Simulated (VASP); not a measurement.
# BeS in VASP: work function with PBE

Aim: the work function of BeS with PBE.

All numbers are computed with VASP 6.6.1; they aren't measurements. Logs are shortened: lines on timing, memory, paths and dates and some standing lists are left out, and cuts for length are marked.

### 1 The cell of the first run

The cell holds a slab with vacuum, 8 atoms: a = 3.429 Å, b = 3.429 Å, c = 24.100 Å, α = 90.00°, β = 90.00°, γ = 120.00°.

### 2 Work function, PBE (the (1 1 1) slab of BeS, cut from the database cell, not relaxed)

Input file INCAR:

```
ALGO = Normal ; DIPOL = 0.5 0.5 0.500
EDIFF = 1E-7 ; ENCUT = 520
GGA = PE ; IDIPOL = 3
ISIF = 2 ; ISMEAR = 0
LASPH = True ; LCHARG = True
LDIPOL = True ; LELF = True
LREAL = False ; LVACPOTAV = True
LVHAR = True ; LWAVE = False
NELM = 100 ; PREC = Accurate
SIGMA = 0.05
```

Input file KPOINTS:

```
k-points
0
Gamma
  9 9 1
```

Input file POSCAR:

```
BeS
1.0
    3.4294678888      0.0000000000      0.0000000000
   -1.7147339444      2.9700063131      0.0000000000
    0.0000000000      0.0000000000     24.1004836181
S Be
4 4
Direct
    0.0000000000      0.0000000000      0.3111970747
    0.3333333333      0.6666666667      0.4273834903
    0.6666666667      0.3333333333      0.5435699058
    0.0000000000      0.0000000000      0.6597563214
    0.3333333333      0.6666666667      0.3402436786
    0.6666666667      0.3333333333      0.4564300942
    0.0000000000      0.0000000000      0.5726165097
    0.3333333333      0.6666666667      0.6888029253
```

Potentials or basis: VASP PAW PBE potentials, release 64 (S, Be).

Started as:

```sh
$ cat potpaw_PBE.64/S/POTCAR potpaw_PBE.64/Be/POTCAR > POTCAR
$ mpirun -np 1 vasp_std > vasp.out
```

OUTCAR:

```text
EDIFF = 1E-7
   ENCUT = 520
   GGA = PE
   ISIF = 2
   ISMEAR = 0
   LASPH = True
   LREAL = False
   NELM = 100
   PREC = Accurate

 ion  position               nearest neighbor table
   1  0.000  0.000  0.311-   5 2.10   5 2.10   5 2.10
   2  0.333  0.667  0.427-   6 2.10   6 2.10   5 2.10   6 2.10
   3  0.667  0.333  0.544-   6 2.10   7 2.10   7 2.10   7 2.10
   4  0.000  0.000  0.660-   8 2.10   8 2.10   8 2.10   7 2.10
   5  0.333  0.667  0.340-   1 2.10   1 2.10   1 2.10   2 2.10
   6  0.667  0.333  0.456-   3 2.10   2 2.10   2 2.10   2 2.10
   7  0.000  0.000  0.573-   3 2.10   3 2.10   3 2.10   4 2.10
   8  0.333  0.667  0.689-   4 2.10   4 2.10   4 2.10

  LATTYP: Found a hexagonal cell.
 ALAT       =     3.4294678888
 C/A-ratio  =     7.0274702664

  Lattice vectors:

 A1 = (   3.4294678888,   0.0000000000,   0.0000000000)
 A2 = (  -1.7147339444,   2.9700063131,   0.0000000000)
 A3 = (   0.0000000000,   0.0000000000,  24.1004836181)

Analysis of symmetry for initial positions (statically):
=====================================================================
 Subroutine PRICEL returns:
 Original cell was already a primitive cell.

 Routine SETGRP: Setting up the symmetry group for a
 hexagonal supercell.

 Subroutine GETGRP returns: Found  6 space group operations
 (whereof  6 operations were pure point group operations)
 out of a pool of 24 trial point group operations.

The static configuration has the point symmetry C_3v.

Analysis of symmetry for dynamics (positions and initial velocities):
=====================================================================
 Subroutine PRICEL returns:
 Original cell was already a primitive cell.

 Routine SETGRP: Setting up the symmetry group for a
 hexagonal supercell.

 Subroutine GETGRP returns: Found  6 space group operations
 (whereof  6 operations were pure point group operations)
 out of a pool of 24 trial point group operations.

The dynamic configuration has the point symmetry C_3v.

 Subroutine INISYM returns: Found  6 space group operations
 (whereof  6 operations are pure point group operations),
 and found     1 'primitive' translations

----------------------------------------------------------------------------------------

                                     Primitive cell

  volume of cell :     245.4765

  direct lattice vectors                    reciprocal lattice vectors
     3.429467889  0.000000000  0.000000000     0.291590425  0.168349811  0.000000000
    -1.714733944  2.970006313  0.000000000     0.000000000  0.336699621  0.000000000
     0.000000000  0.000000000 24.100483618     0.000000000  0.000000000  0.041492943

  length of vectors
     3.429467889  3.429467889 24.100483618     0.336699621  0.336699621  0.041492943

  position of ions in fractional coordinates (direct lattice)
     0.000000000  0.000000000  0.311197075
     0.333333333  0.666666667  0.427383490
     0.666666667  0.333333333  0.543569906
     0.000000000  0.000000000  0.659756321
     0.333333333  0.666666667  0.340243679
     0.666666667  0.333333333  0.456430094
     0.000000000  0.000000000  0.572616510
     0.333333333  0.666666667  0.688802925

  ion indices of the primitive-cell ions
   primitive index   ion index
                 1           1
                 2           2
                 3           3
                 4           4
                 5           5
                 6           6
                 7           7
                 8           8

----------------------------------------------------------------------------------------

 KPOINTS: k-points

Automatic generation of k-mesh.
 Grid dimensions read from file:
 generate k-points for:    9    9    1

 Generating k-lattice:

  Cartesian coordinates                     Fractional coordinates (reciprocal lattice)
     0.032398936  0.018705535  0.000000000     0.111111111  0.000000000  0.000000000
     0.000000000  0.037411069  0.000000000     0.000000000  0.111111111  0.000000000
     0.000000000  0.000000000  0.041492943     0.000000000  0.000000000  1.000000000

  Length of vectors
     0.037411069  0.037411069  0.041492943

  Shift w.r.t. Gamma in fractional coordinates (k-lattice)
     0.000000000  0.000000000  0.000000000

 Subroutine IBZKPT returns following result:
 ===========================================

 Found     12 irreducible k-points:

 Following reciprocal coordinates:
            Coordinates               Weight
  0.000000  0.000000  0.000000      1.000000
  0.111111  0.000000  0.000000      6.000000
  0.222222 -0.000000  0.000000      6.000000
  0.333333  0.000000  0.000000      6.000000
  0.444444 -0.000000  0.000000      6.000000
  0.111111  0.111111  0.000000      6.000000
  0.222222  0.111111  0.000000     12.000000
  0.333333  0.111111  0.000000     12.000000
  0.444444  0.111111  0.000000      6.000000
  0.222222  0.222222  0.000000      6.000000
  0.333333  0.222222  0.000000     12.000000
  0.333333  0.333333  0.000000      2.000000
   k-points           NKPTS =     12   k-points in BZ     NKDIM =     12   number of bands    NBANDS=     21
   number of dos      NEDOS =    301   number of ions     NIONS =      8
   total plane-waves  NPLWV = 141120
   dimension x,y,z NGX =    28 NGY =   28 NGZ =  180
   dimension x,y,z NGXF=    56 NGYF=   56 NGZF=  360
   ions per type =               4   4
   NGX,Y,Z   is equivalent  to a cutoff of  13.57, 13.57, 12.42 a.u.
   NGXF,Y,Z  is equivalent  to a cutoff of  27.15, 27.15, 24.83 a.u.
 SYSTEM =  unknown system
   PREC   = accura    normal or accurate (medium, high low for compatibility)
   ISTART =      0    job   : 0-new  1-cont  2-samecut
   ICHARG =      2    charge: 1-file 2-atom 10-const
   ISPIN  =      1    spin polarized calculation?
   LNONCOLLINEAR =      F non collinear calculations
   LSORBIT =      F    spin-orbit coupling
   LASPH  =      T    aspherical Exc in radial PAW
   ENCUT  =  520.0 eV  38.22 Ry    6.18 a.u.   6.38  6.38 44.81*2*pi/ulx,y,z
   NELM   =    100;   NELMIN=  2; NELMDL= -5     # of ELM steps
   EDIFF  = 0.1E-06   stopping-criterion for ELM
   LREAL  =      F    real-space projection
   EDIFFG = 0.1E-05   stopping-criterion for IOM
   NSW    =      0    number of steps for IOM
   IBRION =     -1    ionic relax: 0-MD 1-quasi-New 2-CG
   NFREE  =      0    steps in history (QN), initial steepest desc. (CG)
   ISIF   =      2    stress and relaxation
   ISYM   =      2    0-nonsym 1-usesym 2-fastsym
   POTIM  = 0.5000    time-step for ionic-motion
   TEBEG  =    0.0;   TEEND  =   0.0 temperature during run
   PSTRESS=    0.0 pullay stress
   NELECT =      32.0000    total number of electrons
   NUPDOWN=      -1.0000    fix difference up-down
   EMIN   =  10.00;   EMAX   =-10.00  energy-range for DOS
   EFERMI =   0.00;   METHOD = LEGACY
   ISMEAR =     0;   SIGMA  =   0.05  broadening in eV -4-tet -1-fermi 0-gaus
   EFERMI_NEDOS =   21; number of points for ismear=-14 and -15
   IALGO  =     38    algorithm
   IMIX   =      4    mixing-type and parameters
     AMIX     =   0.40;   BMIX     =  1.00
     AMIX_MAG =   1.60;   BMIX_MAG =  1.00
  volume/ion in A,a.u.               =      30.68       207.07
  Fermi-wavevector in a.u.,A,eV,Ry     =   0.830083  1.568629  9.374929  0.689038
  Thomas-Fermi vector in A             =   1.942740
   LORBIT       =      0    0 simple, 1 ext, 2 COOP (PROOUT), +10 PAW based schemes
   GGA     = PE    functional components
   LHFCALC =     F    Hartree Fock is set to
   AEXX    =    0.0000 exact exchange contribution
   IVDW    =     0    specifies the selected vdW correction
   LEPSILON=     F    determine dielectric tensor
   LRPA    =     F    only Hartree local field effects (RPA)
 non-spin polarized calculation
 Gauss-broadening in eV      SIGMA  =   0.05
  energy-cutoff  :      520.00
  volume of cell :      245.48
 maximum number of plane-waves:      6655
 NGX is ok and might be reduce to    28
   NGX = 13   NGY = 13   NGZ = 89

 number of electron      31.9999999 magnetization

 dipolmoment           0.000000      0.000000     -0.225071 electrons x Angstroem

 Free energy of the ion-electron system (eV)
  ---------------------------------------------------
  ext. energy  EPLUGINS =         0.00000000
  ---------------------------------------------------
  free energy    TOTEN  =       -37.42788560 eV

  energy without entropy =      -37.42178720  energy(sigma->0) =      -37.42483640

 E-fermi :  -0.3079     XC(G=0):  -5.2397

 val. band max:       -0.3108578937   @ k =   0.2222  -0.0000   0.0000
 cond. band min:      -0.2921224711   @ k =   0.1111   0.0000   0.0000
 fundamental gap:      0.0187354225
 Fermi energy:        -0.3078984963

 k-point     1 :       0.0000    0.0000    0.0000
  band No.  band energies     occupation
      1     -16.5339      2.00000
      2     -15.1361      2.00000
      3     -13.7627      2.00000
      4     -12.0555      2.00000
      5      -7.8454      2.00000
      6      -5.6649      2.00000
[... 13 lines left out ...]
     20       2.8332      0.00000
     21       2.8332      0.00000

 k-point     2 :       0.1111    0.0000    0.0000
  band No.  band energies     occupation
      1     -16.4211      2.00000
      2     -15.0290      2.00000
      3     -13.6566      2.00000
      4     -11.9531      2.00000
      5      -7.7244      2.00000
      6      -5.6270      2.00000
[... 13 lines left out ...]
     20       3.2327      0.00000
     21       3.2394      0.00000

 k-point     3 :       0.2222   -0.0000    0.0000
  band No.  band energies     occupation
      1     -16.1074      2.00000
      2     -14.7343      2.00000
      3     -13.3652      2.00000
      4     -11.6729      2.00000
      5      -7.3981      2.00000
      6      -6.3593      2.00000
[... 13 lines left out ...]
     20       3.5006      0.00000
     21       4.0629      0.00000

 k-point     4 :       0.3333    0.0000    0.0000
  band No.  band energies     occupation
      1     -15.6834      2.00000
      2     -14.3470      2.00000
      3     -12.9823      2.00000
      4     -11.3091      2.00000
      5      -7.6693      2.00000
      6      -7.0420      2.00000
[... 13 lines left out ...]
     20       3.5934      0.00000
     21       4.0068      0.00000

 k-point     5 :       0.4444   -0.0000    0.0000
  band No.  band energies     occupation
      1     -15.3464      2.00000
      2     -14.0543      2.00000
      3     -12.6919      2.00000
      4     -11.0383      2.00000
      5      -8.4518      2.00000
      6      -7.3183      2.00000
[... 13 lines left out ...]
     20       3.0907      0.00000
     21       3.8722      0.00000
[... 94 lines left out ...]
     20       3.4420      0.00000
     21       3.9579      0.00000

 k-point    10 :       0.2222    0.2222    0.0000
  band No.  band energies     occupation
      1     -15.4754      2.00000
      2     -14.1590      2.00000
      3     -12.7959      2.00000
      4     -11.1320      2.00000
      5      -7.6849      2.00000
      6      -7.0212      2.00000
[... 13 lines left out ...]
     20       3.9879      0.00000
     21       4.5365      0.00000

 k-point    11 :       0.3333    0.2222    0.0000
  band No.  band energies     occupation
      1     -15.2034      2.00000
      2     -13.9226      2.00000
      3     -12.5606      2.00000
      4     -10.9116      2.00000
      5      -8.1090      2.00000
      6      -7.1272      2.00000
[... 13 lines left out ...]
     20       4.0648      0.00000
     21       4.3669      0.00000

 k-point    12 :       0.3333    0.3333    0.0000
  band No.  band energies     occupation
      1     -15.1060      2.00000
      2     -13.8367      2.00000
      3     -12.4748      2.00000
      4     -10.8304      2.00000
      5      -7.8566      2.00000
      6      -7.5128      2.00000
[... 13 lines left out ...]
     20       3.9244      0.00000
     21       5.0104      0.00000

------------------------ aborting loop because EDIFF is reached ----------------------------------------

  FORCE on cell =-STRESS in cart. coord.  units (eV):
  Direction    XX          YY          ZZ          XY          YZ          ZX
  --------------------------------------------------------------------------------------
  -------------------------------------------------------------------------------------
  Total       -1.7446593     -1.7446593      2.5432876     -0.0000000      0.0000000      0.0000000
  in kB      -11.3870532    -11.3870532     16.5995453     -0.0000000      0.0000000      0.0000000
  external PRESSURE =      -2.0581870 kB  Pullay stress =       0.0000000 kB

 VOLUME and BASIS-vectors are now :
 -----------------------------------------------------------------------------
  energy-cutoff  :      520.00
  volume of cell :      245.48
      direct lattice vectors                 reciprocal lattice vectors
     3.429467889  0.000000000  0.000000000     0.291590425  0.168349811  0.000000000
    -1.714733944  2.970006313  0.000000000     0.000000000  0.336699621  0.000000000
     0.000000000  0.000000000 24.100483618     0.000000000  0.000000000  0.041492943

 POSITION                                       TOTAL-FORCE (eV/Angst)
 -----------------------------------------------------------------------------------
      0.00000      0.00000      7.50000        -0.000000     -0.000000      0.014068
     -0.00000      1.98000     10.30015         0.000000      0.000000      0.872595
      1.71473      0.99000     13.10030        -0.000000     -0.000000      0.779644
      0.00000      0.00000     15.90045        -0.000000     -0.000000      1.276385
     -0.00000      1.98000      8.20004        -0.000000     -0.000000     -0.573937
      1.71473      0.99000     11.00019        -0.000000     -0.000000     -0.813042
      0.00000      0.00000     13.80033        -0.000000     -0.000000     -0.867534
     -0.00000      1.98000     16.60048        -0.000000     -0.000000     -0.688179
 -----------------------------------------------------------------------------------
    total drift:                                0.000000      0.000000      0.000132

  FREE ENERGIE OF THE ION-ELECTRON SYSTEM (eV)
  ---------------------------------------------------
  free  energy   TOTEN  =       -37.4278856021 eV

  energy  without entropy=      -37.4217872009  energy(sigma->0) =      -37.42483640

 vacuum level on the upper side and lower side of the slab         3.129         7.128
```

It took 3.4 min on 1 thread of Intel Xeon Platinum 8375C at 2.90GHz (Ice Lake), shared host; peak memory 0.37 GiB.

Results:

```
Free energy                     : -37.4279 eV
Largest force                   : 1.276 eV/Å
Band gap on the k mesh          : none (metal or under the smearing width)
Work function of the upper face : 3.44 eV
Work function of the lower face : 7.44 eV
```

Forces on the atoms (eV/Å):
```
S    0.000  0.000  0.014
S    0.000  0.000  0.873
S    0.000  0.000  0.780
S    0.000  0.000  1.276
Be   0.000  0.000 -0.574
Be   0.000  0.000 -0.813
Be   0.000  0.000 -0.868
Be   0.000  0.000 -0.688
```
